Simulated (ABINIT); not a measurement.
A calculation with ABINIT 10.8.3 (patched build) of Ga (ASE script, structure from a POSCAR):

The input run.py:

```python
import json, os
import numpy as np
from ase.units import GPa
from ase.calculators.abinit import Abinit, AbinitProfile
from ase.io import read

atoms = read('POSCAR')

profile = AbinitProfile(command='abinit', pp_paths=[os.path.abspath('pseudos')])
params = dict(
    pps='pawxml', xc='PBE',
    ecut=462.5936,
    pawecutdg=925.1871,
    kptopt=1,
    ngkpt=[13, 13, 13],
    nshiftk=1,
    shiftk=[0.0, 0.0, 0.0],
    ixc=11,
    nband=11,
    occopt=3,
    tsmear=0.05,
    nstep=100,
    tolvrs=1e-09,
    prtwf=0,
    prtden=0,
)

atoms.calc = Abinit(profile=profile, directory='run', **params)
energy = atoms.get_potential_energy()
forces = atoms.get_forces()
stress = atoms.get_stress()
print(f'energy {energy:.6f} eV')
print('forces (eV/A)')
print(np.round(forces, 5))
print('stress (GPa, Voigt, tension positive)', np.round(stress / GPa, 4))
json.dump(dict(energy=energy, forces=forces.tolist(), stress=stress.tolist(), cell=atoms.cell.tolist(), frac=atoms.get_scaled_positions(wrap=False).tolist()), open('results.json', 'w'))
```

Contents of POSCAR:

```
Ga
1.0
   -1.3843987196      1.3843987196      2.3112238365
    1.3843987196     -1.3843987196      2.3112238365
    1.3843987196      1.3843987196     -2.3112238365
Ga
1
Direct
    0.0000000000      0.0000000000      0.0000000000
```

Potentials or basis: JTH PAW PBE v2.0.

Run with:

```sh
$ python run.py
```

This isn't the form of Ga at room conditions, which is orthorhombic.

Task: Write the same calculation in another form: native input, structure from a POSCAR.

Result: As run:

Contents of run.abi:

```
# Pseudopotentials
pp_dirpath "./"
pseudos "Ga.GGA_PBE-JTH.xml"

# Structure
structure "poscar:POSCAR"
natom 1

# Plane-wave basis
ecut 17.0
pawecutdg 34.0

# k points
kptopt 1
ngkpt 13 13 13
nshiftk 1
shiftk 0.0 0.0 0.0

# Exchange and correlation
ixc 11

# Bands and occupations
nband 11
occopt 3
tsmear 0.00183747

# SCF cycle
nstep 100
tolvrs 1.0e-9

# Output
iomode 3
prtwf 0
prtden 0
prteig 0
prtebands 0
enunit 1
```

Contents of POSCAR:

```
Ga
1.0
   -1.3843987196      1.3843987196      2.3112238365
    1.3843987196     -1.3843987196      2.3112238365
    1.3843987196      1.3843987196     -2.3112238365
Ga
1
Direct
    0.0000000000      0.0000000000      0.0000000000  Ga
```

Potentials or basis: JTH PAW PBE v2.0.

The run is started by

```bash
$ abinit run.abi > log 2>&1
```

Both were run:

|  | ASE script, structure from a POSCAR | native input, structure from a POSCAR |
| --- | --- | --- |
| Pressure | 3.3 GPa | 3.3 GPa |
| Band gap on the k mesh | none (metal or under the smearing width) | none (metal or under the smearing width) |
| Valence electrons inside the program's atomic spheres | Ga 11.00 (radii [1.1132] Å) | Ga 11.00 (radii [1.1132] Å) |

Keys that steer only the numerical path or the files written may differ.
